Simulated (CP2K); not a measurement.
## SnSe under changes of volume

One of the cells (27.271 Å³/atom); the others are scaled copies at fixed shape and fractional positions:

```
CELL_PARAMETERS angstrom
4.25678 0.00000 0.00000
2.12839 3.68648 0.00000
2.12839 1.22883 3.47565
ATOMIC_POSITIONS crystal
Sn 0.00000 0.00000 0.00000
Se 0.50000 0.50000 0.50000
```

Measurements of this composition are mostly on another form, of space group No. 62.

```yaml
Program: CP2K 2026.2
Functional: LDA
Potentials_or_basis: GTH_POTENTIALS Sn GTH-PADE-q4, Se GTH-PADE-q6; DZVP-MOLOPT-PBE-GTH basis
Density_cutoff: 6123 eV
k_mesh: 8 × 8 × 8
Occupations: fermi-dirac, width 0.05 eV
Spin: no spin polarisation
```

```csv
volume (Å³/atom),energy over the lowest point (meV/atom),pressure (GPa),gap on the mesh (eV)
25.635,0.00,0.0,0.78
26.180,2.06,-1.2,0.76
26.725,7.99,-2.3,0.73
27.271,17.33,-3.2,0.66
27.816,?,?,?
28.362,44.89,-4.8,0.50
28.907,62.51,-5.5,0.43
```

What does the run at 27.816 Å³/atom give?

Energy over the lowest point 29.73 meV/atom; pressure -4.1 GPa; gap on the mesh 0.58 eV.

Worked out: A Birch-Murnaghan fit of order 3 (a polynomial in V^(-2/3)) to the other rows has its minimum at 25.63 Å³/atom, just outside them, with B0 = V·E''(V) = 59 GPa and B' = 4.2. It gives 29.72 meV/atom at 27.816 Å³/atom, against the run's 29.73, and -dE/dV = -4.1 GPa, against -4.1. A parabola through the other rows of the gap, of slope -3.82 eV per unit of ln V there, gives 0.60 eV, against the run's 0.58.

Energies are extrapolated to zero smearing.

Caveats: spin-orbit coupling is left out, which moves the levels of the heavy elements; the basis of atomic orbitals isn't converged, which shifts pressures, moduli and gaps.

A mesh can miss the band edges.
